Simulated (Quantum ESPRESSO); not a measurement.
KF (Carobbiite):

```xyz
2
Lattice="0.0000 2.6719 2.6719 2.6719 0.0000 2.6719 2.6719 2.6719 0.0000" Properties=species:S:1:pos:R:3 pbc="T T T"
K     0.0000    0.0000    0.0000
F     2.6719    2.6719    2.6719
```

Base run:

| Quantity | Value |
| --- | --- |
| Program | Quantum ESPRESSO 7.5 |
| Functional | PBEsol |
| Potentials or basis | GBRV 1.5 PBEsol |
| Cutoff | 612 eV |
| Density cutoff | 4898 eV |
| k mesh | 9 × 9 × 9 |
| Occupations | fermi-dirac, width 0.05 eV |
| Spin | no spin polarisation |

Its results: band gap on the k mesh 6.04 eV, direct; pressure -0.9 GPa.

Problem. The run is repeated on the same cell with these changes: functional from PBEsol to LDA; potentials or basis from GBRV 1.5 PBEsol to GBRV 1.5 LDA. What comes out?

Solution. Band gap on the k mesh 5.79 eV, direct; pressure -3.8 GPa.
